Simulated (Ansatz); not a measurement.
Level of theory: Ansatz, DFT PBE, scalar-relativistic, plane waves, PAW. Settings: cutoff 420 eV, Γ-centred meshes spaced at most about 0.3 Å⁻¹, and about 0.25 Å⁻¹ or finer for metals (2π included), Gaussian smearing. No spin polarisation.

Each guess is relaxed in cell and atoms at zero pressure, on a coarse mesh first where it starts far from rest and then on a converged one. The steps can't lower the symmetry of the start, but it can rise. Energies are static (0 K, no zero-point motion).

Two unrelaxed guesses for Li3H8:

Guess 1.

```xyz
11
Lattice="2.7681 1.5981 3.4246 -2.7681 1.5981 3.4246 0.0000 -3.1963 3.4246" Properties=species:S:1:pos:R:3 pbc="T T T"
Li    0.0000    1.5981    3.4246
Li   -1.3840   -0.7991    3.4246
Li    1.3840   -0.7991    3.4246
H    -0.9354    0.5401    2.4405
H     0.0000   -1.0801    2.4405
H     0.9354    0.5401    2.4405
H     0.9354   -0.5401    7.8333
H    -0.9354   -0.5401    7.8333
H     0.0000    1.0801    7.8333
H     0.0000    0.0000    6.8085
H     0.0000    0.0000    3.4652
```

Guess 2.

```xyz
11
Lattice="2.9181 -4.8109 0.0000 2.9181 4.8109 0.0000 0.0000 0.0000 3.4736" Properties=species:S:1:pos:R:3 pbc="T T T"
Li    2.9181   -1.7722    0.0000
Li    2.9181    1.7722    0.0000
Li    0.0000    0.0000    0.0000
H     1.0854   -1.4557    0.0000
H     4.7507    1.4557    0.0000
H     1.0854    1.4557    0.0000
H     4.7507   -1.4557    0.0000
H     2.9181    0.0000    0.0000
H     0.0000    0.0000    1.7368
H     2.9181    1.8202    1.7368
H     2.9181   -1.8202    1.7368
```

Question: Which guess leads to the lower structure, and by how much?

Answer: Guess 1 ends lower, by 181 meV/atom. Guess 1: R-3m at 8.3 Å³/atom → R-3m at 14.3 Å³/atom; Guess 2: Cmmm at 8.9 Å³/atom → Cmmm at 16.5 Å³/atom. Counting H atoms around Li (those within 1.25 times the shortest such distance or 1.15 times the sum of covalent radii, 1.27 where that leaves under three; a slash parts the counts of unlike sites), the end of guess 1 has Li 2 and the end of guess 2 has Li 2/3. The end of guess 1 and the end of guess 2 both hold H–H pairs as short as in free H₂ molecules. End of guess 1. Conventional cell: a = 5.929 Å, c = 15.523 Å. Li is surrounded by 2 H at 1.73 Å; H on a site of symmetry m has 1 H at 0.77 Å; H on a site of symmetry 3m has 3 Li at 1.73 Å. End of guess 2. Conventional cell: a = 7.761 Å, b = 13.952 Å, c = 3.361 Å. Li on a site of symmetry m2m is surrounded by 3 H at 1.71–1.79 Å; around Li on a site of symmetry mmm lie 2 H at 1.68 Å; H on a site of symmetry m has 1 H at 0.75 Å; 3 more sites not described.

Ends held by symmetry can be saddle points. Weakly bound directions are ill-defined at this level, which has no dispersion term (R-3m, Cmmm), and this can change margins and order among such cells. With hydrogen, zero-point motion can shift such differences by 10 meV/atom or more.
